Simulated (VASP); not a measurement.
Wanted: the native input for a VASP 6.6.1 run.

- Task: relaxation of cell and atoms
- Functional: PBEsol
- Potentials or basis: VASP PAW PBE potentials, release 64 (Co, O)
- Cutoff: 600 eV
- k mesh: 8 × 8 × 8
- Occupations: fermi-dirac, width 0.05 eV
- Spin: collinear spin, ferromagnetic start
- Starting moments: [2.0, 0.0] μB
- Ladder: gaps
- Further INCAR settings: ALGO = Normal; EDIFF = 1e-06; IBRION = 2; EDIFFG = -0.01; NSW = 40; ISIF = 3

The structure of CoO lies in POSCAR:

```
CoO
1.0
    1.6022198417      0.9250420569      2.5664708903
   -1.6022198417      0.9250420569      2.5664708903
    0.0000000000     -1.8500841138      2.5664708903
Co O
1 1
Direct
    0.9989783200      0.9989783200      0.9989783200
    0.7510210300      0.7510210300      0.7510210300
```

Measurements of this composition are mostly on another form, of space group No. 225.

These files were run (other wordings do the same):

INCAR

```
PREC = Accurate
ENCUT = 600
EDIFF = 1E-6
ISMEAR = -1
SIGMA = 0.05
LREAL = F
LASPH = T
NELM = 100
ALGO = Normal
ISIF = 3
LWAVE = F
LCHARG = F
ISPIN = 2
MAGMOM = 2 0
LORBIT = 11
LMAXMIX = 4
GGA = PS
IBRION = 2
NSW = 40
EDIFFG = -0.01
```

KPOINTS

```
regular mesh
0
Gamma
  8 8 8
```

Potentials or basis: VASP PAW PBE potentials, release 64 (Co, O).

The run is started by

```console
$ cat potpaw_PBE.64/Co/POTCAR potpaw_PBE.64/O/POTCAR > POTCAR
$ mpirun -np 1 vasp_std > vasp.out
```

It gave:

```json
{
  "Relaxed volume": "10.21 Å³/atom",
  "Relaxed cell": "a = 3.067 Å, b = 3.067 Å, c = 3.067 Å, α = 60.05°, β = 60.05°, γ = 60.05°",
  "Space group after relaxing (to 0.05 Å)": "F-43m (No. 216)",
  "Energy gained by relaxing": "34.4 meV/atom",
  "Ionic steps": "9",
  "Pressure after relaxing": "0.0 GPa",
  "Band gap on the k mesh": "none (metal or under the smearing width)",
  "Net moment": "1.73 μB per cell",
  "Site moments": "Co +1.54; O +0.15 μB",
  "Valence electrons inside the program's atomic spheres": "Co 8.28; O 4.99"
}
```

Caveat: the PAW data sets were made with another functional, which shifts forces and pressure a little; a cell with one magnetic atom can't hold antiferromagnetic order, which such compounds often take; semilocal functionals often make such compounds metallic where correlation or magnetic order opens a gap, which also shifts bond lengths.

It took 2.6 min on 1 thread of Intel(R) Xeon(R) 6975P-C (Granite Rapids) (shared host), peak memory 0.21 GiB.
